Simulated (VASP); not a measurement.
Wanted: the native input for a VASP 6.6.1 run.

| Property | Result |
| --- | --- |
| Task | vibrations by finite differences |
| Functional | PBE |
| Potentials or basis | VASP PAW PBE potentials, release 64 (W_sv, C) |
| Cutoff | 520 eV |
| k mesh | 12 × 12 × 10 |
| Occupations | gaussian, width 0.1 eV |
| Spin | no spin polarisation |
| Ions in elastic constants | relaxed |
| Further INCAR settings | ALGO = Fast; EDIFF = 1e-08; IBRION = 6; POTIM = 0.015; NSW = 1; ISIF = 3 |

The structure of WC lies in POSCAR:

```
WC                                      
1.0
    2.9242423641      0.0000000000      0.0000000000
   -1.4621211821      2.5324681781      0.0000000000
    0.0000000000      0.0000000000      2.8503836728
  W               C             
     1     1
Direct
     0.0000000000000000    0.0000000000000000    0.0000000000000000
     0.6666666699999979    0.3333333300000021    0.5000000000000000
```

The input as run:

INCAR

```
PREC = Accurate
ENCUT = 520
EDIFF = 1E-8
ISMEAR = 0
SIGMA = 0.1
LREAL = F
LASPH = T
NELM = 80
ALGO = Fast
ISIF = 3
LWAVE = F
LCHARG = F
GGA = PE
IBRION = 6
NFREE = 2
POTIM = 0.015
NSW = 1
```

KPOINTS

```
Automatic mesh
0
Gamma
  12 12 10
```

Potentials or basis: VASP PAW PBE potentials, release 64 (W_sv, C).

Command:

```sh
$ cat potpaw_PBE.64/W_sv/POTCAR potpaw_PBE.64/C/POTCAR > POTCAR
$ mpirun -np 1 vasp_std > vasp.out
```

It gave:

| Quantity | Value |
| --- | --- |
| Voigt bulk modulus | 388 GPa |
| Highest phonon frequency at Γ | 602 cm⁻¹ |

Caveat: elastic constants of metals need much finer meshes, so these are rough.

Wall time 10 min on 1 thread of Intel(R) Xeon(R) Platinum 8488C (Sapphire Rapids) (shared host), peak memory 0.38 GiB.
